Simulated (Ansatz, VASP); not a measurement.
## Ru: VASP beside Ansatz

```
Ru
1.0
     2.65768    0.00000    0.00000
    -1.32884    2.30162    0.00000
     0.00000    0.00000    2.46048
Ru
1
Direct
  0.00000 0.00000 0.00000
```

Alike in both runs: functional PBE; k mesh 17 × 17 × 16; occupations fermi-dirac, width 0.05 eV; no spin polarisation.

Ansatz relaxed the structure, and its values are those at the end. VASP's run is a single point on that final structure, the one shown.

|  | VASP | Ansatz |
| --- | --- | --- |
| version | VASP 6.6.1 | Ansatz 0.2.0 |
| potentials or method | VASP PAW PBE potentials, release 64 (Ru_pv) | PAW with Ansatz's default frozen-core files, scalar-relativistic |
| plane-wave cutoff (eV) | 520 | 420 |
| valence electrons in the cell | 14 | 16 |

|  | VASP | Ansatz | Ansatz less VASP |
| --- | --- | --- | --- |
| pressure (GPa) | -0.3 | -0.3 | +0.03 |

With one functional, cell and mesh, what is left measures potentials, basis and numerics. The two sets of potentials don't hold the same shells in valence.
